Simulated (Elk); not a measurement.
# MnO2: parallel, opposed and spinless runs

A self-consistent run ends on one state, which hangs on the start. Several orders of MnO2 are started in Elk and their energies compared.

Calculated with Elk 11.2.3 (patched build); PBE with U = 4.10 eV, J = 0.90 eV on Mn d; all-electron APW+lo, Dirac cores, scalar-relativistic bands.

Report form: the programs' logs are mostly left out.

## (1) The starting structure

The structure is orthorhombic, space group Pnnm (No. 58). The conventional cell has a = 4.331 Å, b = 4.462 Å, c = 2.862 Å, α = 90.00°, β = 90.00°, γ = 90.00°. Mn has 6 O at 1.88 to 1.90 Å nearest. O has 3 Mn at 1.88 to 1.90 Å nearest. Farther neighbours and most contacts between anions are not listed.

The cell comes from a database of computed structures and need not be the stable phase.

The settings of this session are not all sound (see the inputs), so it shows what such settings give, not the properties of the crystal.

## (2) Run 1 (ferro ++)

Parallel moments need no larger cell; this start tests for a ferromagnetic state only. A Hubbard U of customary size acts on the open shell; it was not fitted to this crystal.

The last three numbers of an atom's line are a seed field in its sphere. It points against the wanted moment and shrinks by the factor reducebf each loop.

Input file elk.in:

```
tasks
  0

xctype
  20

rgkmax
  7.0

nempty
  14

swidth
  0.002

reducebf
  0.6

epsengy
  1e-05

maxscl
  100

lmaxi
  2

spinpol
  .true.

sppath
  './'

avec
  8.18360254519 0.00000000000 0.00000000000
  0.00000000000 8.43254882875 0.00000000000
  0.00000000000 0.00000000000 5.40929719010

atoms
  2
  'Mn.in'
  2
  0.0000000000 0.0000000000 0.0000000000   0.000000 0.000000 -0.450000
  0.5000000000 0.5000000000 0.5000000000   0.000000 0.000000 -0.450000
  'O.in'
  4
  0.7860076400 0.1770373300 0.5000000000   0.000000 0.000000 0.000000
  0.7139923600 0.6770373300 0.0000000000   0.000000 0.000000 0.000000
  0.2860076400 0.3229626700 0.0000000000   0.000000 0.000000 0.000000
  0.2139923600 0.8229626700 0.5000000000   0.000000 0.000000 0.000000

ngridk
  2 2 4

dft+u
  1 1
  1 2 0.150672 0.033074
```

Command:

```sh
$ OMP_NUM_THREADS=2 elk
```

It took 6.3 min on 2 threads of Arm Neoverse V2, shared host; peak memory 0.22 GiB; 12 min of CPU time.

Spin moment in the muffin-tin sphere by atom:

```tsv
atom	spin moment in the muffin-tin sphere (μB)
Mn1	2.73
Mn2	2.73
O3	0.06
O4	0.06
O5	0.06
O6	0.06
```

Read from the output:

| Property | Result |
| --- | --- |
| density of states at the Fermi level | 0.02639 states/eV/cell |
| moment between the spheres | 0.3206 μB |
| magnetization | 6.001 μB |
| final state | ferromagnetic |

After 31 cycles the largest moment stands at 2.73 μB.

## (3) Order 2, typed as antiferro +-

An opposed order shows whether the pairs that it reverses prefer unlike signs.

elk.in, as its differences from that of step 2:

```diff
@@ -43,3 +43,3 @@
   0.0000000000 0.0000000000 0.0000000000   0.000000 0.000000 -0.450000
-  0.5000000000 0.5000000000 0.5000000000   0.000000 0.000000 -0.450000
+  0.5000000000 0.5000000000 0.5000000000   0.000000 0.000000 0.450000
   'O.in'
```

Command:

```sh
$ OMP_NUM_THREADS=2 elk
```

Run time: 5.2 min. Hardware: 2 threads; peak memory 0.22 GiB.

Spin moment in the muffin-tin sphere by atom:

```tsv
atom	spin moment in the muffin-tin sphere (μB)
Mn1	2.63
Mn2	-2.63
O3	0.04
O4	-0.04
O5	-0.04
O6	0.04
```

Numbers from this step:

| Property | Result |
| --- | --- |
| density of states at the Fermi level | 0.003785 states/eV/cell |
| moment between the spheres | 0 μB |
| magnetization | 0 μB |
| final state | antiferromagnetic |

It lies 46.7 meV a seeded atom under the first start, and its largest moment is 2.63 μB against 2.73 μB.

## (4) Run 3 (no spin polarisation)

A run without seeds gives the energy of the state without moments.

elk.in, as its differences from that of step 3:

```diff
@@ -15,5 +15,2 @@
 
-reducebf
-  0.6
-
 epsengy
@@ -26,5 +23,2 @@
   2
-
-spinpol
-  .true.
 
@@ -42,4 +36,4 @@
   2
-  0.0000000000 0.0000000000 0.0000000000   0.000000 0.000000 -0.450000
-  0.5000000000 0.5000000000 0.5000000000   0.000000 0.000000 0.450000
+  0.0000000000 0.0000000000 0.0000000000   0.000000 0.000000 0.000000
+  0.5000000000 0.5000000000 0.5000000000   0.000000 0.000000 0.000000
   'O.in'
```

Command:

```sh
$ OMP_NUM_THREADS=2 elk
```

Run time: 8.4 min. Hardware: 2 threads; peak memory 0.19 GiB.

A smaller mixing step or another start is the usual next try.

After 100 loops the RMS change of the potential stands at 6e-04 Ha, and it does not fall steadily.

## (5) Energies of the orders

These are free energies at a smearing of 0.0544 eV, so its entropy term is in the differences. They are divided by the number of seeded atoms, so that cells of unlike size compare.

Orders:

```tsv
start	final state	typed order kept	energy over the lowest (meV a seeded atom)	largest sphere moment (μB)	net moment (μB a primitive cell)	DOS at the Fermi level (states/eV a primitive cell)	mesh matched	CPU time (s)
ferro ++	ferromagnetic	yes	46.71	2.728	6.001	0.02639	yes	702.9
antiferro +-	antiferromagnetic	yes	0	2.631	0	0.003785	yes	583.9
```

## (6) Results

```
lowest state found  : antiferromagnetic (typed antiferro +-)
largest site moment : 2.63 μB
next state          : ferromagnetic, 46.7 meV a seeded atom higher
```

What this shows: The lowest state found is antiferromagnetic, reached from the start antiferro +-, with moments up to 2.63 μB. The next state costs 47 meV a seeded atom. 1 start gave no converged result and is missing from the ranking; the run without spin is the one. Only 3 starts are shown; other collinear patterns, canted and longer-period orders are not. With a GGA and lmaxo under 10 this build's totals carry angular errors that reach some ten meV an atom in oxides, so smaller differences are in doubt.

[Logs and program files are shortened in this print: banners, set-up blocks, solver, clock and traceback lines can be left out without a mark of their own.]

[Logs are printed without paths, hosts, clocks, repeated set-up lines and the standing remarks that a program may print on its own settings, such as how far it seeks lower states.]

[Hosts, paths, dates, database ids (printed as entryN), source tags and the programs' standing remarks are cut or masked in the printed files.]

[Where a cell is said to come from a database of computed structures, the database is the Materials Project.]
